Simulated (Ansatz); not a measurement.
**TiSi2: changing the functional**

```
CELL_PARAMETERS angstrom
1.76511 -6.75928 0.00000
1.76511 6.75928 0.00000
0.00000 0.00000 3.56517
ATOMIC_POSITIONS crystal
Ti 0.10312 0.89688 0.25000
Ti 0.89688 0.10312 0.75000
Si 0.75031 0.24969 0.25000
Si 0.24969 0.75031 0.75000
Si 0.44175 0.55825 0.25000
Si 0.55825 0.44175 0.75000
```

The cell comes from a database or a generator and needn't be the stable form of this composition.

Kept alike: task band structure; k mesh 8 × 8 × 8; occupations fermi-dirac, width 0.05 eV; no spin polarisation. Program: Ansatz, all-electron LAPW, scalar-relativistic. The mesh is that of the run's cell of 6 atoms. No spin-orbit coupling.

```csv
functional,pressure (GPa)
LDA,-5.39
PBE,1.85
PBEsol,-2.19
```

Pressure is positive in compression. For a metal such a mesh leaves the last digits unconverged.

The pressure runs from -5.39 (LDA) to 1.85 GPa (PBE). From PBE: LDA -7.24; PBEsol -4.04. A positive pressure means that the functional's own cell is larger than the one given, a negative one that it is smaller.
